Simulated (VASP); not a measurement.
# WC (P-6m2) in VASP: notebook

One crystal, WC, is run at these levels: PBEsol; tasks: single point.

Everything below comes from runs of VASP 6.6.1. Logs are shortened: lines on timing, memory, paths and dates and some standing lists are left out, and cuts for length are marked.

## (1) The undisturbed crystal

It takes space group P-6m2 (No. 187, hexagonal). The conventional cell has a = 2.898 Å, b = 2.898 Å, c = 2.828 Å, α = 90.00°, β = 90.00°, γ = 120.00°. W (site symmetry -6m2) is surrounded by 6 C at 2.19 Å. Around C (site symmetry -6m2) lie 6 W at 2.19 Å.

## (2) Single point, PBEsol (bulk in the cell of the (0 0 1) plane)

Contents of INCAR:

```
SYSTEM = WC
PREC = Accurate ; ENCUT = 520
EDIFF = 1E-6 ; ISMEAR = 0
SIGMA = 0.1 ; LREAL = .False.
LASPH = .True. ; NELM = 100
ALGO = Fast ; ISIF = 2
LWAVE = .False. ; LCHARG = .True.
GGA = PS ; LELF = .True.
LVHAR = .True. ; NBANDS = 16
```

Contents of KPOINTS:

```
regular mesh
0
Gamma
  12 12 12
  0 0 0
```

Contents of POSCAR:

```
WC
1.0
    2.8984136656      0.0000000000      0.0000000000
   -1.4492068328      2.5100998651      0.0000000000
    0.0000000000      0.0000000000      2.8276119061
W C
1 1
Direct
    0.0000000000      0.0000000000      0.0000000000
    0.6666666667      0.3333333333      0.5000000000
```

Potentials or basis: VASP PAW PBE potentials, release 64 (W_sv, C).

On the command line:

```sh
> cat potpaw_PBE.64/W_sv/POTCAR potpaw_PBE.64/C/POTCAR > POTCAR
> mpirun -np 1 vasp_std > vasp.out
```

OUTCAR:

```text
SYSTEM = WC
   PREC = Accurate
   ENCUT = 520
   EDIFF = 1E-6
   ISMEAR = 0
   LREAL = .False.
   LASPH = .True.
   NELM = 100
   ISIF = 2
   GGA = PS

 ion  position               nearest neighbor table
   1  0.000  0.000  0.000-   2 2.19   2 2.19   2 2.19   2 2.19   2 2.19   2 2.19
   2  0.667  0.333  0.500-   1 2.19   1 2.19   1 2.19   1 2.19   1 2.19   1 2.19

  LATTYP: Found a hexagonal cell.
 ALAT       =     2.8984136656
 C/A-ratio  =     0.9755722379

  Lattice vectors:

 A1 = (   2.8984136656,   0.0000000000,   0.0000000000)
 A2 = (  -1.4492068328,   2.5100998651,   0.0000000000)
 A3 = (   0.0000000000,   0.0000000000,   2.8276119061)

Analysis of symmetry for initial positions (statically):
=====================================================================
 Subroutine PRICEL returns:
 Original cell was already a primitive cell.

 Routine SETGRP: Setting up the symmetry group for a
 hexagonal supercell.

 Subroutine GETGRP returns: Found 12 space group operations
 (whereof 12 operations were pure point group operations)
 out of a pool of 24 trial point group operations.

The static configuration has the point symmetry D_3h.

Analysis of symmetry for dynamics (positions and initial velocities):
=====================================================================
 Subroutine PRICEL returns:
 Original cell was already a primitive cell.

 Routine SETGRP: Setting up the symmetry group for a
 hexagonal supercell.

 Subroutine GETGRP returns: Found 12 space group operations
 (whereof 12 operations were pure point group operations)
 out of a pool of 24 trial point group operations.

The dynamic configuration has the point symmetry D_3h.

 Subroutine INISYM returns: Found 12 space group operations
 (whereof 12 operations are pure point group operations),
 and found     1 'primitive' translations

----------------------------------------------------------------------------------------

                                     Primitive cell

  volume of cell :      20.5717

  direct lattice vectors                    reciprocal lattice vectors
     2.898413666  0.000000000  0.000000000     0.345016314  0.199195262  0.000000000
    -1.449206833  2.510099865  0.000000000     0.000000000  0.398390524  0.000000000
     0.000000000  0.000000000  2.827611906     0.000000000  0.000000000  0.353655322

  length of vectors
     2.898413666  2.898413666  2.827611906     0.398390524  0.398390524  0.353655322

  position of ions in fractional coordinates (direct lattice)
     0.000000000  0.000000000  0.000000000
     0.666666667  0.333333333  0.500000000

  ion indices of the primitive-cell ions
   primitive index   ion index
                 1           1
                 2           2

----------------------------------------------------------------------------------------

 KPOINTS: regular mesh

Automatic generation of k-mesh.
 Grid dimensions read from file:
 generate k-points for:   12   12   12

 Generating k-lattice:

  Cartesian coordinates                     Fractional coordinates (reciprocal lattice)
     0.028751360  0.016599605  0.000000000     0.083333333 -0.000000000  0.000000000
     0.000000000  0.033199210  0.000000000     0.000000000  0.083333333  0.000000000
     0.000000000  0.000000000  0.029471277     0.000000000  0.000000000  0.083333333

  Length of vectors
     0.033199210  0.033199210  0.029471277

  Shift w.r.t. Gamma in fractional coordinates (k-lattice)
     0.000000000  0.000000000  0.000000000

 Subroutine IBZKPT returns following result:
 ===========================================

 Found    133 irreducible k-points:

 Following reciprocal coordinates:
            Coordinates               Weight
  0.000000  0.000000  0.000000      1.000000
  0.083333  0.000000  0.000000      6.000000
  0.166667  0.000000  0.000000      6.000000
  0.250000 -0.000000  0.000000      6.000000
  0.333333  0.000000  0.000000      6.000000
  0.416667  0.000000  0.000000      6.000000
[... 16 lines left out ...]
  0.250000 -0.000000  0.083333     12.000000
  0.333333  0.000000  0.083333     12.000000
 [... further k-points ...]
   k-points           NKPTS =    133   k-points in BZ     NKDIM =    133   number of bands    NBANDS=     16
   number of dos      NEDOS =    301   number of ions     NIONS =      2
   total plane-waves  NPLWV =  13824
   dimension x,y,z NGX =    24 NGY =   24 NGZ =   24
   dimension x,y,z NGXF=    48 NGYF=   48 NGZF=   48
   ions per type =               1   1
   NGX,Y,Z   is equivalent  to a cutoff of  13.77, 13.77, 14.11 a.u.
   NGXF,Y,Z  is equivalent  to a cutoff of  27.53, 27.53, 28.22 a.u.
 SYSTEM =  WC
   PREC   = accura    normal or accurate (medium, high low for compatibility)
   ISTART =      0    job   : 0-new  1-cont  2-samecut
   ICHARG =      2    charge: 1-file 2-atom 10-const
   ISPIN  =      1    spin polarized calculation?
   LNONCOLLINEAR =      F non collinear calculations
   LSORBIT =      F    spin-orbit coupling
   LASPH  =      T    aspherical Exc in radial PAW
   ENCUT  =  520.0 eV  38.22 Ry    6.18 a.u.   5.39  5.39  5.26*2*pi/ulx,y,z
   NELM   =    100;   NELMIN=  2; NELMDL= -5     # of ELM steps
   EDIFF  = 0.1E-05   stopping-criterion for ELM
   LREAL  =      F    real-space projection
   EDIFFG = 0.1E-04   stopping-criterion for IOM
   NSW    =      0    number of steps for IOM
   IBRION =     -1    ionic relax: 0-MD 1-quasi-New 2-CG
   NFREE  =      0    steps in history (QN), initial steepest desc. (CG)
   ISIF   =      2    stress and relaxation
   ISYM   =      2    0-nonsym 1-usesym 2-fastsym
   POTIM  = 0.5000    time-step for ionic-motion
   TEBEG  =    0.0;   TEEND  =   0.0 temperature during run
   PSTRESS=    0.0 pullay stress
   NELECT =      18.0000    total number of electrons
   NUPDOWN=      -1.0000    fix difference up-down
   EMIN   =  10.00;   EMAX   =-10.00  energy-range for DOS
   EFERMI =   0.00;   METHOD = LEGACY
   ISMEAR =     0;   SIGMA  =   0.10  broadening in eV -4-tet -1-fermi 0-gaus
   EFERMI_NEDOS =   21; number of points for ismear=-14 and -15
   IALGO  =     68    algorithm
   IMIX   =      4    mixing-type and parameters
     AMIX     =   0.40;   BMIX     =  1.00
     AMIX_MAG =   1.60;   BMIX_MAG =  1.00
  volume/ion in A,a.u.               =      10.29        69.41
  Fermi-wavevector in a.u.,A,eV,Ry     =   1.565820  2.958971 33.358675  2.451793
  Thomas-Fermi vector in A             =   2.668240
   LORBIT       =      0    0 simple, 1 ext, 2 COOP (PROOUT), +10 PAW based schemes
   GGA     = PS    functional components
   LHFCALC =     F    Hartree Fock is set to
   AEXX    =    0.0000 exact exchange contribution
   IVDW    =     0    specifies the selected vdW correction
   LEPSILON=     F    determine dielectric tensor
   LRPA    =     F    only Hartree local field effects (RPA)
 non-spin polarized calculation
 RMM-DIIS sequential band-by-band and
 Gauss-broadening in eV      SIGMA  =   0.10
  energy-cutoff  :      520.00
  volume of cell :       20.57
 maximum number of plane-waves:       575
 NGX is ok and might be reduce to    24
   NGX = 11   NGY = 11   NGZ = 11

 number of electron      18.0000001 magnetization

 Free energy of the ion-electron system (eV)
  ---------------------------------------------------
  ext. energy  EPLUGINS =         0.00000000
  ---------------------------------------------------
  free energy    TOTEN  =       -23.90207455 eV

  energy without entropy =      -23.90121330  energy(sigma->0) =      -23.90164393

 E-fermi :  11.0360     XC(G=0): -13.9767

 val. band max:       11.0067398636   @ k =   0.0833   0.0000   0.3333
 cond. band min:      11.1496760192   @ k =   0.0833   0.0833   0.4167
 fundamental gap:      0.1429361556
 Fermi energy:        11.0360032357

 k-point     1 :       0.0000    0.0000    0.0000
  band No.  band energies     occupation
      1     -62.8633      2.00000
      2     -26.8479      2.00000
      3     -26.7442      2.00000
      4     -26.7442      2.00000
      5      -3.4387      2.00000
      6       6.6760      2.00000
[... 8 lines left out ...]
     15      25.4481      0.00000
     16      27.8382      0.00000

 k-point     2 :       0.0833    0.0000    0.0000
  band No.  band energies     occupation
      1     -62.8592      2.00000
      2     -26.8401      2.00000
      3     -26.8040      2.00000
      4     -26.7577      2.00000
      5      -3.2532      2.00000
      6       6.7225      2.00000
[... 8 lines left out ...]
     15      25.0843      0.00000
     16      28.2278      0.00000

 k-point     3 :       0.1667    0.0000    0.0000
  band No.  band energies     occupation
      1     -62.8481      2.00000
      2     -26.9648      2.00000
      3     -26.8191      2.00000
      4     -26.7944      2.00000
      5      -2.7295      2.00000
      6       6.3168      2.00000
[... 8 lines left out ...]
     15      24.7547      0.00000
     16      29.2932      0.00000

 k-point     4 :       0.2500   -0.0000    0.0000
  band No.  band energies     occupation
      1     -62.8328      2.00000
      2     -27.1786      2.00000
      3     -26.8441      2.00000
      4     -26.7901      2.00000
      5      -1.9602      2.00000
      6       5.4857      2.00000
[... 8 lines left out ...]
     15      25.1179      0.00000
     16      29.3937      0.00000
[... 324 lines left out ...]
 k-point    22 :       0.1667    0.0000    0.0833
  band No.  band energies     occupation
      1     -62.8453      2.00000
      2     -26.9600      2.00000
      3     -26.8717      2.00000
      4     -26.7895      2.00000
      5      -2.5745      2.00000
      6       6.3896      2.00000
[... 8 lines left out ...]
     15      24.6330      0.00000
     16      29.1737      0.00000

 k-point    23 :       0.2500   -0.0000    0.0833
  band No.  band energies     occupation
      1     -62.8300      2.00000
      2     -27.1725      2.00000
      3     -26.8421      2.00000
      4     -26.8390      2.00000
      5      -1.8297      2.00000
      6       5.5455      2.00000
[... 8 lines left out ...]
     15      24.8106      0.00000
     16      28.9228      0.00000

 k-point    24 :       0.3333    0.0000    0.0833
  band No.  band energies     occupation
      1     -62.8147      2.00000
      2     -27.3791      2.00000
      3     -26.8880      2.00000
      4     -26.8119      2.00000
      5      -0.9959      2.00000
      6       4.7431      2.00000
[... 8 lines left out ...]
     15      25.5617      0.00000
     16      27.8514      0.00000

 [... further k-points ...]

------------------------ aborting loop because EDIFF is reached ----------------------------------------

  FORCE on cell =-STRESS in cart. coord.  units (eV):
  Direction    XX          YY          ZZ          XY          YZ          ZX
  --------------------------------------------------------------------------------------
  -------------------------------------------------------------------------------------
  Total        0.1746020      0.1746020      0.2045960      0.0000000     -0.0000000      0.0000000
  in kB       13.5984223     13.5984223     15.9344302      0.0000000     -0.0000000      0.0000000
  external PRESSURE =      14.3770916 kB  Pullay stress =       0.0000000 kB

 VOLUME and BASIS-vectors are now :
 -----------------------------------------------------------------------------
  energy-cutoff  :      520.00
  volume of cell :       20.57
      direct lattice vectors                 reciprocal lattice vectors
     2.898413666  0.000000000  0.000000000     0.345016314  0.199195262  0.000000000
    -1.449206833  2.510099865  0.000000000     0.000000000  0.398390524  0.000000000
     0.000000000  0.000000000  2.827611906     0.000000000  0.000000000  0.353655322

 POSITION                                       TOTAL-FORCE (eV/Angst)
 -----------------------------------------------------------------------------------
      0.00000      0.00000      0.00000         0.000000      0.000000      0.000000
      1.44921      0.83670      1.41381        -0.000000      0.000000      0.000000
 -----------------------------------------------------------------------------------
    total drift:                                0.000000     -0.000000      0.000000

  FREE ENERGIE OF THE ION-ELECTRON SYSTEM (eV)
  ---------------------------------------------------
  free  energy   TOTEN  =       -23.9020745493 eV

  energy  without entropy=      -23.9012133026  energy(sigma->0) =      -23.90164393
```

Run time: 15 s. Hardware: 1 thread of Intel Xeon 6975P-C (Granite Rapids), shared host; peak memory 0.17 GiB.

Results:

| Quantity | Value |
| --- | --- |
| Free energy | -23.9021 eV |
| Pressure | 1.4 GPa |
| Band gap on the k mesh | none (metal or under the smearing width) |

Caveat: the PAW data sets were made with another functional, which shifts forces and pressure a little. The run has no spin-orbit coupling, so splittings on W are missing.

## (3) Single point, PBEsol ((0 0 1) slab, atoms relaxed)

Contents of INCAR:

```
SYSTEM = W4C3
PREC     = Accurate       ! precision mode
ENCUT    = 520            ! plane-wave cutoff, eV
EDIFF    = 1E-6           ! SCF threshold, eV
ISMEAR   = 0              ! smearing method
SIGMA    = 0.1            ! smearing width, eV
LREAL    = .False.        ! projectors in reciprocal space
LASPH    = .True.         ! aspherical terms in the spheres
NELM     = 100            ! most SCF steps
ALGO     = Fast           ! electronic algorithm
ISIF     = 2              ! what is computed and relaxed
LWAVE    = .False.        ! write WAVECAR
LCHARG   = .False.        ! write CHGCAR
LDIPOL   = .True.       
IDIPOL   = 3            
DIPOL    = 0.5 0.5 0.500
GGA      = PS             ! functional
NBANDS   = 43             ! bands
```

Contents of KPOINTS:

```
Automatic mesh
0
Gamma
  12 12 1
  0 0 0
```

Contents of POSCAR:

```
W4C3
1.0
    2.8984136656      0.0000000000      0.0000000000
   -1.4492068328      2.5100998651      0.0000000000
    0.0000000000      0.0000000000     23.4828357183
W C
4 3
Direct
    0.0000000000      0.0000000000      0.3213482047
    0.0000000000      0.0000000000      0.4397308673
    0.0000000000      0.0000000000      0.5602691323
    0.0000000000      0.0000000000      0.6786517944
    0.6666666667      0.3333333333      0.3787826425
    0.6666666667      0.3333333333      0.5000000000
    0.6666666667      0.3333333333      0.6212173588
```

Potentials or basis: VASP PAW PBE potentials, release 64 (W_sv, C).

On the command line:

```sh
> cat potpaw_PBE.64/W_sv/POTCAR potpaw_PBE.64/C/POTCAR > POTCAR
> mpirun -np 1 vasp_std > vasp.out
```

Wall time 2.4 min (1 thread of Intel Xeon 6975P-C (Granite Rapids), shared host); peak memory 0.37 GiB.

It converged, with:

```yaml
Free_energy: -82.1824 eV
Largest_force: 0.066 eV/Å
Band_gap_on_the_k_mesh: none (metal or under the smearing width)
```

Forces in eV/Å, atoms in the order of the input:
```
W    0.000  0.000 -0.066
W    0.000  0.000 -0.001
W    0.000  0.000  0.001
W    0.000  0.000  0.066
C    0.000  0.000 -0.008
C    0.000  0.000  0.000
C    0.000  0.000  0.008
```

Levels at points of the mesh, in eV from the Fermi level:
| k point | band 30 | band 31 | band 32 | band 33 | band 34 | band 35 | band 36 | band 37 | band 38 | band 39 |
| --- | --- | --- | --- | --- | --- | --- | --- | --- | --- | --- |
| (0.00, 0.00, 0.00) | -1.14 | -1.02 | -0.77 | -0.77 | -0.36 | -0.36 | 0.30 | 0.38 | 0.38 | 1.55 |
| (0.50, 0.00, 0.00) | -2.07 | -1.61 | -0.76 | 0.34 | 0.43 | 1.96 | 2.03 | 2.18 | 3.01 | 3.80 |

Caveat: the PAW data sets were made with another functional, which shifts forces and pressure a little. The run has no spin-orbit coupling, so splittings on W are missing.
